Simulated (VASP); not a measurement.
# BN (P6_3/mmc) in VASP: further runs

One crystal, BN, is run at these levels: PBE+D3(BJ); tasks: relaxation of cell and atoms.

Everything below comes from runs of VASP 6.6.1. Logs are shortened: lines on timing, memory, paths and dates and some standing lists are left out, and cuts for length are marked.

## 1. Starting point

Symmetry: P6_3/mmc, No. 194, hexagonal system. The conventional cell has a = 2.498 Å, b = 2.498 Å, c = 6.636 Å, α = 90.00°, β = 90.00°, γ = 120.00°. B (site symmetry -6m2) has 3 N at 1.44 Å as nearest neighbours. N (site symmetry -6m2) has 3 B at 1.44 Å as nearest neighbours.

## 2. Relaxation of cell and atoms, PBE+D3(BJ)

INCAR

```
PREC = Accurate
ENCUT = 520
EDIFF = 1E-7
ISMEAR = 0
SIGMA = 0.02
LREAL = False
LASPH = True
NELM = 100
ALGO = Fast
ISIF = 3
LWAVE = False
LCHARG = False
GGA = PE
IVDW = 12
IBRION = 2
NSW = 80
EDIFFG = -0.002
AMIX = 0.2
```

KPOINTS

```
regular mesh
0
Gamma
  15 15 6
```

POSCAR

```
BN
1.0
    2.4982400000      0.0000000000      0.0000000000
   -1.2491200000      2.1635393000      0.0000000000
    0.0000000000      0.0000000000      6.6357000000
B N
2 2
Direct
    0.3333333300      0.6666666700      0.2500000000
    0.6666666700      0.3333333300      0.7500000000
    0.3333333300      0.6666666700      0.7500000000
    0.6666666700      0.3333333300      0.2500000000
```

Potentials or basis: VASP PAW PBE potentials, release 64 (B, N).

Launch:

```sh
$ cat potpaw_PBE.64/B/POTCAR potpaw_PBE.64/N/POTCAR > POTCAR
$ mpirun -np 1 vasp_std > vasp.out
```

OUTCAR:

```text
PREC = Accurate
   ENCUT = 520
   EDIFF = 1E-7
   ISMEAR = 0
   LREAL = False
   LASPH = True
   NELM = 100
   ISIF = 3
   GGA = PE
   IVDW = 12
   IBRION = 2
   NSW = 80
   EDIFFG = -0.002
   AMIX = 0.2
 IVDW          = 12

 ion  position               nearest neighbor table
   1  0.333  0.667  0.250-   4 1.44   4 1.44   4 1.44
   2  0.667  0.333  0.750-   3 1.44   3 1.44   3 1.44
   3  0.333  0.667  0.750-   2 1.44   2 1.44   2 1.44
   4  0.667  0.333  0.250-   1 1.44   1 1.44   1 1.44

  LATTYP: Found a hexagonal cell.
 ALAT       =     2.4982400000
 C/A-ratio  =     2.6561499296

  Lattice vectors:

 A1 = (   2.4982400000,   0.0000000000,   0.0000000000)
 A2 = (  -1.2491200000,   2.1635393000,   0.0000000000)
 A3 = (   0.0000000000,   0.0000000000,   6.6357000000)

Analysis of symmetry for initial positions (statically):
=====================================================================
 Subroutine PRICEL returns:
 Original cell was already a primitive cell.

 Routine SETGRP: Setting up the symmetry group for a
 hexagonal supercell.

 Subroutine GETGRP returns: Found 24 space group operations
 (whereof 12 operations were pure point group operations)
 out of a pool of 24 trial point group operations.

The static configuration has the point symmetry D_3d.
 The point group associated with its full space group is D_6h.

Analysis of symmetry for dynamics (positions and initial velocities):
=====================================================================
 Subroutine PRICEL returns:
 Original cell was already a primitive cell.

 Routine SETGRP: Setting up the symmetry group for a
 hexagonal supercell.

 Subroutine GETGRP returns: Found 24 space group operations
 (whereof 12 operations were pure point group operations)
 out of a pool of 24 trial point group operations.

The dynamic configuration has the point symmetry D_3d.
 The point group associated with its full space group is D_6h.

 Subroutine INISYM returns: Found 24 space group operations
 (whereof 12 operations are pure point group operations),
 and found     1 'primitive' translations

----------------------------------------------------------------------------------------

                                     Primitive cell

  volume of cell :      35.8662

  direct lattice vectors                    reciprocal lattice vectors
     2.498240000  0.000000000  0.000000000     0.400281798  0.231102805  0.000000000
    -1.249120000  2.163539300  0.000000000     0.000000000  0.462205609  0.000000000
     0.000000000  0.000000000  6.635700000     0.000000000  0.000000000  0.150700002

  length of vectors
     2.498240000  2.498239996  6.635700000     0.462205608  0.462205609  0.150700002

  position of ions in fractional coordinates (direct lattice)
     0.333333330  0.666666670  0.250000000
     0.666666670  0.333333330  0.750000000
     0.333333330  0.666666670  0.750000000
     0.666666670  0.333333330  0.250000000

  ion indices of the primitive-cell ions
   primitive index   ion index
                 1           1
                 2           2
                 3           3
                 4           4

----------------------------------------------------------------------------------------

 KPOINTS: regular mesh

Automatic generation of k-mesh.
 Grid dimensions read from file:
 generate k-points for:   15   15    6

 Generating k-lattice:

  Cartesian coordinates                     Fractional coordinates (reciprocal lattice)
     0.026685453  0.015406854  0.000000000     0.066666667 -0.000000000  0.000000000
     0.000000000  0.030813707  0.000000000     0.000000000  0.066666667  0.000000000
     0.000000000  0.000000000  0.025116667     0.000000000  0.000000000  0.166666667

  Length of vectors
     0.030813707  0.030813707  0.025116667

  Shift w.r.t. Gamma in fractional coordinates (k-lattice)
     0.000000000  0.000000000  0.000000000

 Subroutine IBZKPT returns following result:
 ===========================================

 Found    108 irreducible k-points:

 Following reciprocal coordinates:
            Coordinates               Weight
  0.000000  0.000000  0.000000      1.000000
  0.066667  0.000000  0.000000      6.000000
  0.133333 -0.000000  0.000000      6.000000
  0.200000 -0.000000  0.000000      6.000000
  0.266667 -0.000000  0.000000      6.000000
  0.333333  0.000000  0.000000      6.000000
[... 16 lines left out ...]
  0.333333  0.200000  0.000000     12.000000
  0.400000  0.200000  0.000000      6.000000
 [... further k-points ...]
   k-points           NKPTS =    108   k-points in BZ     NKDIM =    108   number of bands    NBANDS=     12
   number of dos      NEDOS =    301   number of ions     NIONS =      4
   total plane-waves  NPLWV =  20000
   dimension x,y,z NGX =    20 NGY =   20 NGZ =   50
   dimension x,y,z NGXF=    40 NGYF=   40 NGZF=  100
   ions per type =               2   2
   NGX,Y,Z   is equivalent  to a cutoff of  13.31, 13.31, 12.53 a.u.
   NGXF,Y,Z  is equivalent  to a cutoff of  26.62, 26.62, 25.05 a.u.
 SYSTEM =  unknown system
   PREC   = accura    normal or accurate (medium, high low for compatibility)
   ISTART =      0    job   : 0-new  1-cont  2-samecut
   ICHARG =      2    charge: 1-file 2-atom 10-const
   ISPIN  =      1    spin polarized calculation?
   LNONCOLLINEAR =      F non collinear calculations
   LSORBIT =      F    spin-orbit coupling
   LASPH  =      T    aspherical Exc in radial PAW
   ENCUT  =  520.0 eV  38.22 Ry    6.18 a.u.   4.65  4.65 12.34*2*pi/ulx,y,z
   NELM   =    100;   NELMIN=  2; NELMDL= -5     # of ELM steps
   EDIFF  = 0.1E-06   stopping-criterion for ELM
   LREAL  =      F    real-space projection
   EDIFFG = -.2E-02   stopping-criterion for IOM
   NSW    =     80    number of steps for IOM
   IBRION =      2    ionic relax: 0-MD 1-quasi-New 2-CG
   NFREE  =      1    steps in history (QN), initial steepest desc. (CG)
   ISIF   =      3    stress and relaxation
   ISYM   =      2    0-nonsym 1-usesym 2-fastsym
   POTIM  = 0.5000    time-step for ionic-motion
   TEBEG  =    0.0;   TEEND  =   0.0 temperature during run
   PSTRESS=    0.0 pullay stress
   NELECT =      16.0000    total number of electrons
   NUPDOWN=      -1.0000    fix difference up-down
   EMIN   =  10.00;   EMAX   =-10.00  energy-range for DOS
   EFERMI =   0.00;   METHOD = LEGACY
   ISMEAR =     0;   SIGMA  =   0.02  broadening in eV -4-tet -1-fermi 0-gaus
   EFERMI_NEDOS =   21; number of points for ismear=-14 and -15
   IALGO  =     68    algorithm
   IMIX   =      4    mixing-type and parameters
     AMIX     =   0.20;   BMIX     =  1.00
     AMIX_MAG =   0.80;   BMIX_MAG =  1.00
  volume/ion in A,a.u.               =       8.97        60.51
  Fermi-wavevector in a.u.,A,eV,Ry     =   1.250891  2.363842 21.289433  1.564729
  Thomas-Fermi vector in A             =   2.384864
   LORBIT       =      0    0 simple, 1 ext, 2 COOP (PROOUT), +10 PAW based schemes
   GGA     = PE    functional components
   LHFCALC =     F    Hartree Fock is set to
   AEXX    =    0.0000 exact exchange contribution
   IVDW    =    12    specifies the selected vdW correction
   LEPSILON=     F    determine dielectric tensor
   LRPA    =     F    only Hartree local field effects (RPA)
 conjugate gradient relaxation of ions
 non-spin polarized calculation
 RMM-DIIS sequential band-by-band and
 Gauss-broadening in eV      SIGMA  =   0.02
  energy-cutoff  :      520.00
  volume of cell :       35.87
 maximum number of plane-waves:       985
 NGX is ok and might be reduce to    20
   NGX =  9   NGY =  9   NGZ = 25

--------------------------------------- Ionic step        1  -------------------------------------------

 number of electron      15.9999997 magnetization

 Free energy of the ion-electron system (eV)
  ---------------------------------------------------
  ext. energy  EPLUGINS =         0.00000000
  ---------------------------------------------------
  free energy    TOTEN  =       -35.14691836 eV

  energy without entropy =      -35.14691836  energy(sigma->0) =      -35.14691836

------------------------ aborting loop because EDIFF is reached ----------------------------------------

 Edisp (eV)   -0.56768

 E8    (eV) :    -0.1663

  FORCE on cell =-STRESS in cart. coord.  units (eV):
  Direction    XX          YY          ZZ          XY          YZ          ZX
  --------------------------------------------------------------------------------------
  -------------------------------------------------------------------------------------
  Total       0.84171     0.84171    -0.05308    -0.00000     0.00000     0.00000
  in kB      37.59979    37.59979    -2.37123    -0.00000     0.00000     0.00000
  external pressure =       24.28 kB  Pullay stress =        0.00 kB
[... 103 lines left out ...]
  FREE ENERGIE OF THE ION-ELECTRON SYSTEM (eV)
  ---------------------------------------------------
  free  energy   TOTEN  =       -35.7174829367 eV

  energy  without entropy=      -35.7174829367  energy(sigma->0) =      -35.71748294

[... ionic steps 4 to 9 ...]

--------------------------------------- Ionic step       10  -------------------------------------------

 number of electron      15.9999997 magnetization

------------------------ aborting loop because EDIFF is reached ----------------------------------------

 Edisp (eV)   -0.56899

 E8    (eV) :    -0.1668
[... 73 lines left out ...]
  energy  without entropy=      -35.7176515798  energy(sigma->0) =      -35.71765158

--------------------------------------- Ionic step       12  -------------------------------------------

 number of electron      15.9999997 magnetization

 Free energy of the ion-electron system (eV)
  ---------------------------------------------------
  ext. energy  EPLUGINS =         0.00000000
  ---------------------------------------------------
  free energy    TOTEN  =       -35.14872160 eV

  energy without entropy =      -35.14872160  energy(sigma->0) =      -35.14872160

 E-fermi :   2.5270     XC(G=0): -10.1171

 val. band max:        2.3598492543   @ k =   0.3333   0.2667   0.0000
 cond. band min:       6.6291956933   @ k =   0.4667   0.0667   0.0000
 fundamental gap:      4.2693464390
 Fermi energy:         2.5269757894

 k-point     1 :       0.0000    0.0000    0.0000
  band No.  band energies     occupation
      1     -15.4628      2.00000
      2     -15.1492      2.00000
      3      -3.9084      2.00000
      4      -1.6950      2.00000
      5       0.9899      2.00000
      6       0.9899      2.00000
      7       1.0305      2.00000
      8       1.0305      2.00000
      9       7.6377      0.00000
     10      12.7251      0.00000
     11      13.8412      0.00000
     12      13.8412      0.00000
[... 331 lines left out ...]
 k-point    24 :       0.4000    0.2000    0.0000
  band No.  band energies     occupation
      1     -11.9263      2.00000
      2     -11.8665      2.00000
      3      -6.1219      2.00000
      4      -6.0305      2.00000
      5      -3.6106      2.00000
      6      -3.5287      2.00000
      7       1.4766      2.00000
      8       2.2560      2.00000
      9       6.9036      0.00000
     10       7.7196      0.00000
     11      14.0639      0.00000
     12      14.3456      0.00000

 [... further k-points ...]

------------------------ aborting loop because EDIFF is reached ----------------------------------------

 Edisp (eV)   -0.56895

 E8    (eV) :    -0.1668

  FORCE on cell =-STRESS in cart. coord.  units (eV):
  Direction    XX          YY          ZZ          XY          YZ          ZX
  --------------------------------------------------------------------------------------
  -------------------------------------------------------------------------------------
  Total       0.00081     0.00081    -0.00055     0.00000    -0.00000     0.00000
  in kB       0.03599     0.03599    -0.02466     0.00000    -0.00000     0.00000
  external pressure =        0.02 kB  Pullay stress =        0.00 kB
[... 19 lines left out ...]
  FREE ENERGIE OF THE ION-ELECTRON SYSTEM (eV)
  ---------------------------------------------------
  free  energy   TOTEN  =       -35.7176726432 eV

  energy  without entropy=      -35.7176726432  energy(sigma->0) =      -35.71767264

 reached required accuracy - stopping structural energy minimisation
```

It took 4.4 min on 1 thread of Intel Xeon Platinum 8488C (Sapphire Rapids), shared host; peak memory 0.19 GiB.

Results:

| Quantity | Value |
| --- | --- |
| Free energy | -35.7177 eV |
| Relaxed volume | 8.96 Å³/atom |
| Relaxed cell | a = 2.507 Å, b = 2.507 Å, c = 6.586 Å, α = 90.00°, β = 90.00°, γ = 120.00° |
| Space group after relaxing (to 0.05 Å) | P6_3/mmc (No. 194) |
| Energy gained by relaxing | 0.8 meV/atom |
| Ionic steps | 12 |
| Pressure after relaxing | 0.0 GPa |
| Band gap on the k mesh | 4.27 eV, indirect (least direct gap 4.63 eV) |
| Dispersion energy per atom | -0.142 eV |

The path:
```csv
step,energy change (eV),largest force (eV/Å),pressure (GPa),volume (Å³)
1,0.0000,0.0000,2.43,35.87
2,0.0077,0.0000,-4.70,36.57
3,-0.0029,0.0000,-0.11,36.11
4,-0.0029,0.0000,-0.04,36.10
5,-0.0029,0.0000,-0.04,36.09
6,-0.0030,0.0000,-0.01,36.03
7,-0.0031,0.0000,0.00,35.93
8,-0.0030,0.0000,0.05,35.71
9,-0.0031,0.0000,0.03,35.83
10,-0.0031,0.0000,0.02,35.84
11,-0.0031,0.0000,-0.21,35.87
12,-0.0031,0.0000,0.00,35.84
```

Final structure:
```
B N
1.0
     2.50682    0.00000    0.00000
    -1.25341    2.17097    0.00000
     0.00000    0.00000    6.58627
B N
2 2
Direct
  0.33333 0.66667 0.25000
  0.66667 0.33333 0.75000
  0.33333 0.66667 0.75000
  0.66667 0.33333 0.25000
```

Levels at points of the mesh, in eV from the valence-band top:
```csv
k point,band 5,band 6,band 7,band 8,band 9,band 10,band 11,band 12
"(0.00, 0.00, 0.00)",-1.37,-1.37,-1.33,-1.33,5.28,10.37,11.48,11.48
"(0.00, 0.00, 0.50)",-1.35,-1.35,-1.35,-1.35,7.68,7.68,11.55,11.55
```

Caveat: an odd mesh through Γ misses points on the zone boundary, where band edges often lie.

(Continued in part 2 of 2.)
